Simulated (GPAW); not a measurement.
# Al (Fm-3m) in GPAW: single point with PBE

Aim: the single point of Al with PBE.

Program: GPAW 26.7.0. These are calculated values, not measurements. Logs are shortened: lines on timing, memory, paths and dates and some standing lists are left out, and cuts for length are marked. The log counts tension as positive stress, the text compression.

### 1 The structure

Symmetry: Fm-3m, No. 225, cubic system. The conventional cell has a = 4.050 Å, b = 4.050 Å, c = 4.050 Å, α = 90.00°, β = 90.00°, γ = 90.00°. Around Al (site symmetry m-3m) lie 12 Al at 2.86 Å.

### 2 Single point, PBE

File run.py:

```python
from ase import Atoms
from ase.dft.bandgap import bandgap
from ase.io import write
from ase.units import GPa
from gpaw import GPAW, PW

atoms = Atoms(['Al'],
              cell=[[0.0, 2.024805, 2.024805],
                    [2.024805, 0.0, 2.024805],
                    [2.024805, 2.024805, 0.0]],
              scaled_positions=[[0.0, 0.0, 0.0]],
              pbc=True)

calc = GPAW(mode=PW(400),
            xc='PBE',
            kpts={'size': (9, 9, 9), 'gamma': True},
            occupations={'name': 'fermi-dirac', 'width': 0.05},
            nbands=7,
            maxiter=120,
            txt='gpaw.txt')
atoms.calc = calc
energy = atoms.get_potential_energy()
forces = atoms.get_forces()
stress = atoms.get_stress()
calc.write('gs.gpw')
write('result.traj', atoms)
print(f'Energy: {energy:.6f} eV')
print('Forces (eV/A):')
print(forces.round(4))
print('Stress (GPa):', (stress / GPa).round(3))
print('Fermi level:', round(calc.get_fermi_level(), 4), 'eV')
print(f'Gap: {bandgap(calc)[0]:.4f} eV, direct: {bandgap(calc, direct=True)[0]:.4f} eV')
```

Potentials or basis: GPAW PAW data sets (gpaw-data 1.2.1), pw.

Command:

```
OMP_NUM_THREADS=1 python run.py
```

gpaw.txt:

```text
__  _  _
 | _ |_)|_||  |
 |__||  | ||/\| - 26.7.0

Input parameters:
  mode=PW(ecut=400.0),
  kpts=MonkhorstPack(size=(9, 9, 9), gamma=True),
  maxiter=120,
  nbands=7,
  occupations=Occupations(name='fermi-dirac', width=0.05),
  xc=XC(name='PBE')

Diagonalizing LCAO Hamiltonian
Converting LCAO to pw mode

       Al

Atoms  # Å, Bohr magnetons
|   | symbol |        x |        y |        z |    initial magnetic moments |
|---|--------|----------|----------|----------|-----------------------------|
| 0 |     Al | 0.000000 | 0.000000 | 0.000000 | ( 0.0000,  0.0000,  0.0000) |

Unit cell  # Å
| periodic |        x |        y |        z |  lengths |    angles |
|----------|----------|----------|----------|----------|-----------|
|      yes | 0.000000 | 2.024805 | 2.024805 | 2.863507 | 60.000000 |
|      yes | 2.024805 | 0.000000 | 2.024805 | 2.863507 | 60.000000 |
|      yes | 2.024805 | 2.024805 | 0.000000 | 2.863507 | 60.000000 |

Number of symmetries: 48
Symmetry operations  # r_c * U_cc + t_c -> r_c
|    | kind |            matrix            |
|----|------|------------------------------|
|  0 |  σ   |  1, 0, 0,  1, 0,-1,  1,-1, 0 |
|  1 |  C2  |  1, 0, 0,  1,-1, 0,  1, 0,-1 |
|  2 |  E   |  1, 0, 0,  0, 1, 0,  0, 0, 1 |
|  3 |  σ   |  1, 0, 0,  0, 0, 1,  0, 1, 0 |
|  4 |  C4  |  1, 0,-1,  1, 0, 0,  1,-1, 0 |
|  5 |  S6  |  1, 0,-1,  1,-1, 0,  1, 0, 0 |
|  6 |  σ   |  1, 0,-1,  0, 1,-1,  0, 0,-1 |
|  7 |  C3  |  1, 0,-1,  0, 0,-1,  0, 1,-1 |
|  8 |  S6  |  1,-1, 0,  1, 0, 0,  1, 0,-1 |
|  9 |  C4  |  1,-1, 0,  1, 0,-1,  1, 0, 0 |
| 10 |  C3  |  1,-1, 0,  0,-1, 1,  0,-1, 0 |
| 11 |  σ   |  1,-1, 0,  0,-1, 0,  0,-1, 1 |
| 12 |  σ   |  0, 1, 0,  1, 0, 0,  0, 0, 1 |
| 13 |  C4  |  0, 1, 0,  0, 1,-1, -1, 1, 0 |
| 14 |  C3  |  0, 1, 0,  0, 0, 1,  1, 0, 0 |
| 15 |  S6  |  0, 1, 0, -1, 1, 0,  0, 1,-1 |
| 16 |  C2  |  0, 1,-1,  1, 0,-1,  0, 0,-1 |
| 17 |  σ   |  0, 1,-1,  0, 1, 0, -1, 1, 0 |
| 18 |  S4  |  0, 1,-1,  0, 0,-1,  1, 0,-1 |
| 19 |  C4  |  0, 1,-1, -1, 1, 0,  0, 1, 0 |
| 20 |  C3  |  0, 0, 1,  1, 0, 0,  0, 1, 0 |
| 21 |  σ   |  0, 0, 1,  0, 1, 0,  1, 0, 0 |
| 22 |  S6  |  0, 0, 1,  0,-1, 1, -1, 0, 1 |
| 23 |  C4  |  0, 0, 1, -1, 0, 1,  0,-1, 1 |
| 24 |  S4  |  0, 0,-1,  1, 0,-1,  0, 1,-1 |
| 25 |  C3  |  0, 0,-1,  0, 1,-1,  1, 0,-1 |
| 26 |  C2  |  0, 0,-1,  0,-1, 0, -1, 0, 0 |
| 27 |  S6  |  0, 0,-1, -1, 0, 0,  0,-1, 0 |
| 28 |  S4  |  0,-1, 1,  1,-1, 0,  0,-1, 0 |
| 29 |  C4  |  0,-1, 1,  0, 0, 1, -1, 0, 1 |
| 30 |  C2  |  0,-1, 1,  0,-1, 0,  1,-1, 0 |
| 31 |  σ   |  0,-1, 1, -1, 0, 1,  0, 0, 1 |
| 32 |  C3  |  0,-1, 0,  1,-1, 0,  0,-1, 1 |
| 33 |  S6  |  0,-1, 0,  0, 0,-1, -1, 0, 0 |
| 34 |  S4  |  0,-1, 0,  0,-1, 1,  1,-1, 0 |
| 35 |  C2  |  0,-1, 0, -1, 0, 0,  0, 0,-1 |
| 36 |  C2  | -1, 1, 0,  0, 1, 0,  0, 1,-1 |
| 37 |  S6  | -1, 1, 0,  0, 1,-1,  0, 1, 0 |
| 38 |  S4  | -1, 1, 0, -1, 0, 1, -1, 0, 0 |
| 39 |  C3  | -1, 1, 0, -1, 0, 0, -1, 0, 1 |
| 40 |  S6  | -1, 0, 1,  0, 0, 1,  0,-1, 1 |
| 41 |  C2  | -1, 0, 1,  0,-1, 1,  0, 0, 1 |
| 42 |  C3  | -1, 0, 1, -1, 1, 0, -1, 0, 0 |
| 43 |  S4  | -1, 0, 1, -1, 0, 0, -1, 1, 0 |
| 44 |  C2  | -1, 0, 0,  0, 0,-1,  0,-1, 0 |
| 45 |  i   | -1, 0, 0,  0,-1, 0,  0, 0,-1 |
| 46 |  σ   | -1, 0, 0, -1, 1, 0, -1, 0, 1 |
| 47 |  C2  | -1, 0, 0, -1, 0, 1, -1, 1, 0 |

BZ-sampling:
  Number of BZ points: 729
  Number of IBZ points: 35

  Monkhorst-Pack size: [9, 9, 9]
  Monkhorst-Pack shift: [0, 0, 0]

K-points  # in reciprocal-cell coordinates
|     |                                coordinates |     weight |
|-----|--------------------------------------------|------------|
|   0 | (  0.00000000,   0.00000000,   0.00000000) | 0.00137174 |
|   1 | (  0.11111111,   0.11111111,   0.00000000) | 0.00823045 |
|   2 | (  0.11111111,   0.11111111,   0.11111111) | 0.01097394 |
|   3 | (  0.22222222,   0.11111111,   0.11111111) | 0.01646091 |
|   4 | (  0.22222222,   0.22222222,   0.00000000) | 0.00823045 |
|   5 | (  0.22222222,   0.22222222,   0.11111111) | 0.03292181 |
|   6 | (  0.22222222,   0.22222222,   0.22222222) | 0.01097394 |
|   7 | (  0.33333333,   0.22222222,   0.11111111) | 0.03292181 |
|   8 | (  0.33333333,   0.22222222,   0.22222222) | 0.03292181 |
|   9 | (  0.33333333,   0.33333333,  -0.33333333) | 0.01646091 |
| ... |                                            |            |
|  34 | (  0.44444444,   0.44444444,   0.44444444) | 0.01097394 |

Plane wave coefficients: 310
Cutoff: 400.0 eV

Spin-components: 1 (collinear spins)
Bands:           7
Projectors:      5
Spin-degeneracy: 2
Datatype:        complex128

Parallelization:
  kpt:    1
  domain: 1
  band:   1

Density:
  Valence electrons: 3.0
  Components: 1
  Grid points: [14 14 14]
  Charge: 0.0  # |e|

Potential:
  Grid points: [14 14 14]

species:
  Al:
    name:    Aluminium
    Z:       13.0
    valence: 3
    core:    10
    charge:  0.0  # [|e|]
    compensation charges:
      type: gauss
      rc: 0.34  # [Å]
      lmax: 2
    cutoffs:
      filter: 1.91  # [Å]
      core: 2.36  # [Å]
    projectors
    | kind |    occ | energy [eV] | rcut [Å] |
    |------|--------|-------------|----------|
    |   3s |  2.000 |      -7.753 |    1.085 |
    |   3p |  1.000 |      -2.712 |    1.085 |
    |    s |        |      19.459 |    1.085 |
    |    p |        |      24.499 |    1.085 |
    |    d |        |       0.000 |    1.085 |

    Using partial waves for Al as LCAO basis

Reference energy: -6603.423265  # eV

eigensolver:
  PPCG
  Converge bands: occupied
  niter=2

density mixing:
  MSR1-Mixer
  Pratt-step length: 0.05
  Maximum mixing coefficient: 0.75
  Old densities: 10
  SVD Regularization: 0.005
  Good broyden scale: 1.0
  Trust region scale: 1.0
  Backstep threshold: 4.0
  History deletion threshold: 6.0
  Fourier metric: weight=20.0, sigma=0.015

occupation numbers:
  Fermi-Dirac:
    width: 0.0500  # eV

poisson solver:
  ecut: 3200.0  # eV

xc functional:
  name: PBE with 2 nearest neighbor stencil

convergence criteria:
- Maximum [total energy] change in last 3 cyles: 0.0005 eV / valence electron
- Maximum integral of absolute [dens]ity change: 0.0001 electrons / valence electron
- Maximum integral of absolute [eigenst]ate change: 4e-08 eV^2 / valence electron
maximum number of iterations: 120

SCF iterations
|iter     | |      energy | eigst |  dens |
|---------|-|-------------|-------|-------|
|iter:   1| |   -3.706400 | -0.26 |       |
|iter:   2| |   -3.706643 | -3.50 | -0.97 |
|iter:   3| |   -3.706798c| -3.42 | -1.00 |
|iter:   4| |   -3.707103c| -4.05 | -1.55 |
|iter:   5| |   -3.707109c| -6.07 | -2.96 |
|iter:   6| |   -3.707110c| -6.57 | -3.38 |
|iter:   7| |   -3.707110c| -8.63c| -4.66c|

Converged in 7 steps
Energy contributions relative to reference atoms: (reference = -6603.423265)

Energy contributions:
  Kinetic:           3.580579
  Coulomb:          -1.684315
  Zero:             -0.006118
  External:          0.000000
  Xc:               -5.594693
  Entropy:          -0.005126
  Spinorbit:         0.000000
  ----------------------------
  Free energy:      -3.709673
  Extrapolated:     -3.707110

dipole moment: (-6.947702, -6.947702, -6.947702)  # |e|*Ang

Fermi level: 7.073
Eigenvalues  # (at kpt = [0.000, 0.000, 0.000])
| band index |      eig [eV] | occ [0-2] |
|------------|---------------|-----------|
|          0 |        -3.994 |     2.000 |
|          1 |        19.694 |     0.000 |
|          2 |        19.694 |     0.000 |
|          3 |        19.694 |     0.000 |
|          4 |        21.142 |     0.000 |
|          5 |        21.142 |     0.000 |
|          6 |        21.142 |     0.000 |

No gap
No difference between direct/indirect transitions

Forces  # eV/Ang
|       x |       y |       z |
|---------|---------|---------|
| 0.00000 | 0.00000 | 0.00000 |  # Al   0

Stress tensor  # eV/Ang^3
|         x |         y |        z |
|-----------|-----------|----------|
|  0.000410 | -0.000000 | 0.000000 |
| -0.000000 |  0.000410 | 0.000000 |
|  0.000000 |  0.000000 | 0.000410 |

# Writing to gs.gpw (mode='')
```

Wall time 3 s (1 thread of Arm Neoverse V1, shared host); peak memory 0.11 GiB.

The run converged, but some of its settings lie outside the range that counts as converged, so its numbers aren't taken as properties of the crystal.

What came out:

```
Free energy            : -3.7097 eV
Pressure               : -0.1 GPa
Band gap on the k mesh : none (metal or under the smearing width)
```

Caveat: the cutoff is short for stress and forces, so pressures can be off by a GPa or more.
